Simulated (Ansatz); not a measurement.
# Ti: a hydrostatic pressure series

The task here is to estimate one member of a computed series from the others.

Method: DFT r2SCAN, scalar-relativistic, plane waves, PAW, in Ansatz 0.2.0.

1 further run of the same task is left out (set aside as unsound or not needed).

### The starting structure

Symmetry: P6_3/mmc, No. 194, hexagonal system. Conventional cell: a = 2.936 Å, b = 2.936 Å, c = 4.636 Å, α = 90.00°, β = 90.00°, γ = 120.00°. Ti (site symmetry -6m2) has 12 Ti at 2.87 to 2.94 Å as nearest neighbours.

Structure file:

```xyz
2
Lattice="2.9358 0.0000 0.0000 -1.4679 2.5425 0.0000 0.0000 0.0000 4.6362" Properties=species:S:1:pos:R:3 pbc="T T T"
Ti    0.0000    1.6950    1.1590
Ti    1.4679    0.8475    3.4771
```

It is the result of an earlier relaxation at this level (volume 17.30 Å³/atom; gap on the mesh: none (metal)).

The first run:

The input, input.yaml:

```yaml
crystal:
  lattice:
    - [2.9636247049, 0.0, 0.0]
    - [-1.4818123525, 2.5665742817, 0.0]
    - [0.0, 0.0, 4.6801383442]
  atoms:
    - { symbol: Ti, position: [0.3333333333, 0.6666666667, 0.25] }
    - { symbol: Ti, position: [0.6666666667, 0.3333333333, 0.75] }
basis:
  ecutwfc: 500
kpoints:
  mp_grid: { grid: [18, 18, 10] }
hamiltonian:
  xc: r2scan
scf:
  occupations: { method: gaussian, width: 0.1 }
output:
  forces: true
  stress: true
  eigenvalues: true
relax:
  adjacent_minimum: "off"
  f_tol: 0.008
  max_steps: 50
  cell: { stress_tol: 0.08, p_target: -3.0 }
```

Launch:

```
> ansatz run input.yaml --threads 1 --pin off --max-ram 2560MiB --backend cpu --events-out ev --progress --plain --runs-dir out
```

Steps of the session up to this table: Relaxing at -3 GPa; Target pressure 3 GPa; Target pressure 8 GPa; Relaxing at 15 GPa; Relaxing at 30 GPa; Relaxing at 60 GPa.

One table of the session follows, with a row left open; its other results are not shown here.

Lengths are those of the vectors of the cell that was run:

| P (GPa) | V (Å³/atom) | a (Å) | b (Å) | c (Å) | ΔH (eV/atom) |
| --- | --- | --- | --- | --- | --- |
| -3 | 17.77 | 2.962 | 2.962 | 4.679 | -0.328 |
| 0 | 17.30 | 2.936 | 2.936 | 4.636 | 0.000 |
| 3 | 16.88 | 2.912 | 2.912 | 4.597 | 0.320 |
| 8 | 16.27 | 2.877 | 2.877 | 4.541 | 0.837 |
| 15 | 15.56 | 2.833 | 2.833 | 4.475 | 1.532 |
| 30 | ? | ? | ? | ? | ? |
| 60 | 12.71 | 2.644 | 2.644 | 4.197 | 5.452 |

**Question.** Estimate the row for P (GPa) = 30.

Worked estimate for «V (Å³/atom)». A straight line through the neighbours (15, 15.56) and (60, 12.71) gives 15.56 + (12.71 − 15.56) × (30 − 15) / (60 − 15) = 14.61; a parabola fitted to 3 rows on both sides gives 14.28.

As computed: V (Å³/atom): 14.36; a (Å): 2.758; b (Å): 2.758; c (Å): 4.359; ΔH (eV/atom): 2.929. In «V (Å³/atom)» the line misses by +0.25 and the parabola by -0.08.

ΔH is E + PV over the energy at zero pressure; a, b and c are the vectors of the computed cell. 

To keep in mind: Other structures may take over in this range; these runs cannot find them.
